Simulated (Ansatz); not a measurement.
## Defect calculation, host Pt

The calculation used Ansatz 0.2.0, DFT PBE, scalar-relativistic, plane waves, PAW. Run with 420 eV cutoff, 3×3×3 k-mesh, Gaussian smearing of 0.10 eV, no spin polarisation.

Host crystal, relaxed:

```
CELL_PARAMETERS angstrom
0.00000 1.98512 1.98512
1.98512 0.00000 1.98512
1.98512 1.98512 0.00000
ATOMIC_POSITIONS crystal
Pt 0.00000 0.00000 0.00000
```

Supercell of 62 atoms, rows in host cell vectors: -2 2 -3; -3 2 3; 3 2 -2. Atoms relax at the host's cell from a start displaced at random by 0.06 Å near the defect, so other minima may exist. The cell is small, so energies carry finite-size errors of tenths of an eV. The host is a metal. Atoms are taken from and returned to the elements' standard states.

Spin-orbit coupling is left out, which matters for the bands and energies of heavy elements.

The defect is an interstitial at (0.500, 0.500, 0.500) of the host cell.

```json
{"charge": "0", "E_f at the valence band top (eV)": "5.31", "moment (μB)": "0.00", "largest move (Å)": "0.47", "atoms near the site": "6 Pt at 2.45 Å"}
```

(1) Which element is it? Judge by the nearest distance in charge 0 and covalent radii.
A. Cs
B. Pt
C. Sr
D. Hf
E. O

Results:

(1) B. The nearest neighbour is Pt at 2.45 Å, and the summed covalent radii with Pt are 3.80 Å for Cs, 3.11 Å for Hf, 2.02 Å for O, 2.72 Å for Pt, 3.31 Å for Sr, so Pt fits best. Bonds can miss such sums by a tenth of an ångström or more.

Cost: 2 runs of about 3.7 core-hours in all, on Intel Xeon Platinum 8175M (Skylake/Cascade Lake) (shared hosts).